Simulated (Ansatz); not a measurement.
Structure: CuI (P-3m1) from a database structure, at its r2SCAN+rVV10 minimum. It is trigonal, P-3m1 (No. 164); a = 4.095 Å, c = 7.210 Å in the conventional setting, 26.17 Å³ an atom. Cu has 4 I at 2.57–2.67 Å and 3 Cu at 2.72 Å; I has 4 Cu at 2.57–2.67 Å.

```cif
data_structure
_symmetry_space_group_name_H-M 'P 1'
_symmetry_Int_Tables_number 1
_cell_length_a 4.0948
_cell_length_b 4.0948
_cell_length_c 7.2100
_cell_angle_alpha 90.000
_cell_angle_beta 90.000
_cell_angle_gamma 120.000
_cell_volume 104.69
loop_
_atom_site_label
_atom_site_type_symbol
_atom_site_fract_x
_atom_site_fract_y
_atom_site_fract_z
_atom_site_occupancy
Cu1 Cu 0.66667 0.33333 0.59264 1
Cu2 Cu 0.33333 0.66667 0.40736 1
I1 I 0.33333 0.66667 0.76450 1
I2 I 0.66667 0.33333 0.23550 1
```

5 runs of Ansatz on this cell differ in the functional (and in the settings that go with it). Levels are in eV from each run's valence top; v1 is the last filled band, c1 the first empty one.

Run A, mean stress +2.3 GPa (compression positive):

| point | v2 | v1 | c1 | c2 |
| --- | --- | --- | --- | --- |
| Γ | 0.00 | 0.00 | 2.94 | 4.41 |
| M | -1.63 | -0.33 | 4.34 | 4.47 |
| K | -1.74 | -0.88 | 3.91 | 5.87 |

Run B, mean stress +2.2 GPa (compression positive):

| point | v2 | v1 | c1 | c2 |
| --- | --- | --- | --- | --- |
| Γ | 0.00 | 0.00 | 3.62 | 5.10 |
| M | -1.67 | -0.34 | 5.05 | 5.18 |
| K | -1.79 | -0.91 | 4.59 | 6.61 |

Run C, mean stress -3.1 GPa (compression positive):

| point | v2 | v1 | c1 | c2 |
| --- | --- | --- | --- | --- |
| Γ | 0.00 | 0.00 | 1.47 | 2.92 |
| M | -1.33 | -0.19 | 2.98 | 3.01 |
| K | -1.28 | -0.56 | 2.78 | 4.32 |

Run D, mean stress +2.2 GPa (compression positive):

| point | v2 | v1 | c1 | c2 |
| --- | --- | --- | --- | --- |
| Γ | 0.00 | 0.00 | 1.66 | 3.06 |
| M | -1.26 | -0.17 | 3.08 | 3.12 |
| K | -1.22 | -0.51 | 2.86 | 4.38 |

Run E, mean stress +1.0 GPa (compression positive):

| point | v2 | v1 | c1 | c2 |
| --- | --- | --- | --- | --- |
| Γ | 0.00 | 0.00 | 2.14 | 3.54 |
| M | -1.24 | -0.16 | 3.43 | 3.55 |
| K | -1.20 | -0.49 | 3.13 | 4.80 |

Task: Match the runs to LDA, PBE, r2SCAN, HSE06, PBE0.

Result: A is HSE06, B is PBE0, C is LDA, D is PBE, E is r2SCAN. In order of the gap: LDA 1.47, PBE 1.66, r2SCAN 2.14, HSE06 2.94, PBE0 3.62 eV.

Spin-unpolarised throughout; all numbers are computed.

Spin-orbit coupling is left out, which matters wherever the heavy atoms make up the band edges.

The program warns that its thresholds are loose for a hybrid's stress.

The meshes of the hybrids are coarse, so their gaps aren't converged to the digits shown.
